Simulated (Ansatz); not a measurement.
**BiTe: phonon runs at many settings, some unsound**

Theory: DFT PBE, scalar-relativistic, plane waves, PAW (Ansatz). Cutoff 420 eV, 12×12×12 k-points (Γ-centred), Fermi-Dirac smearing of 0.15 eV. No spin polarisation. Phonons by linear response, acoustic sum rule imposed.

Relaxed structure:
```yaml
crystal:
  lattice:
    - [0.00000, 3.25488, 3.25488]
    - [3.25488, 0.00000, 3.25488]
    - [3.25488, 3.25488, 0.00000]
  atoms:
    - { symbol: Bi, position: [0.00000, 0.00000, 0.00000] }
    - { symbol: Te, position: [0.50000, 0.50000, 0.50000] }
```

In a metal, frequencies and elastic constants depend on the k mesh and the smearing, soft modes and shear constants most. Spin–orbit coupling is left out, which can shift energies with elements as heavy as these.

At these settings the run gives the optical modes at Γ (cm⁻¹, by rank, those that always equal the one before left out, no LO field; i marks imaginary):
```
      setting mode 1
reference run      85
```

One thing at a time is changed: collinear spin, 1 μB on the first atom, small smearing if insulating; cutoff 800 eV; k mesh 4×4×4; finite displacements of 0.003 Å in the cell itself; finite displacements of 0.1 Å in the cell itself; k mesh 6×6×6; cutoff 500 eV; k mesh shifted by half a step; k mesh 5×5×5. What does each run give?

Answers

```
                                                             setting mode 1
collinear spin, 1 μB on the first atom, small smearing if insulating      85
                                                       cutoff 800 eV      85
                                                        k mesh 4×4×4     100
                  finite displacements of 0.003 Å in the cell itself      85
                    finite displacements of 0.1 Å in the cell itself      85
                                                        k mesh 6×6×6      95
                                                       cutoff 500 eV      85
                                       k mesh shifted by half a step      87
                                                        k mesh 5×5×5      99
```
The reference run stands for the crystal at ordinary settings. No effect at these digits: collinear spin, 1 μB on the first atom, small smearing if insulating; cutoff 800 eV; finite displacements of 0.003 Å in the cell itself; finite displacements of 0.1 Å in the cell itself; cutoff 500 eV.

Cost: 10 runs of about 26 core-minutes in all, on Intel Xeon Processor @ 2.50GHz (Skylake/Cascade Lake) (shared hosts).